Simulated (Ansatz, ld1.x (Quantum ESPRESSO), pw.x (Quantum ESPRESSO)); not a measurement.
# tungsten (bcc): variants of one TM potential in the solid

ld1.x (Quantum ESPRESSO) 7.5 input, shortened:

```
&input
   title='W', zed=74., rel=1, dft='PBESOL', iswitch=3,
   config='[Xe] 4f14 5d4 6s2 6p0'
 /
 &inputp
   pseudotype=2, tm=.true., lloc=1,
   nlcc=.false.
 /
3
6S  1  0   2.00   0.00  2.85  2.85  0.0
5D  3  2   4.00   0.00  1.90  1.90  0.0
6P  2  1   0.00   0.00  3.25  3.25  0.0
 &test
   configts(1)='5d4 6s2 6p0'
 /
```

Crystal test: bcc W in pw.x 7.5, no spin, 15³ k-points, Fermi–Dirac smearing 0.01 Ry, cutoffs set for each file from its atomic test. The reference is all-electron LAPW (Ansatz 0.2.0) with the same functional, mesh and smearing; V0 and B0 come from Birch–Murnaghan fits to the pressures at five volumes. Errors are pseudo minus all-electron; Δ is the rms difference of the E(V) curves that follow from these fits, minima aligned, over ±6 % about the mean V0. Mesh and smearing are coarse, so the numbers serve the comparison and aren't converged zero-temperature values; the lattice is a test structure that the element need not adopt.

All-electron: a0 = 3.155 Å (V0 = 15.70 Å³/atom), B0 = 321.1 GPa.

Base: The largest radius (3.25 bohr) exceeds half the bond length (2.58 bohr), so the spheres overlap, which is one possible source of error among others. This is a poor potential for the solid.

1 further variants are left out: they gave no file fit for a test, a broken result, the same result as the base, or pressures whose basis-set error rivals the error shown.

A dash in a converged row means that the minimum lies outside the volumes sampled.

```csv
change,cutoffs (Ry),pw.x,mean pressure error (GPa)
base,45/180,converged,+42.70
"all radii scaled by about 1.19 (s 3.38, p 3.86, d 2.26 bohr)",45/180,converged,+38.66
"all radii scaled by about 1.38 (s 3.92, p 4.48, d 2.62 bohr)",40/160,converged,+24.44
```

Give the row for: all radii scaled by about 1.09 (s 3.12, p 3.54, d 2.08 bohr).

pw.x: converged; mean pressure error (GPa): +41.68.
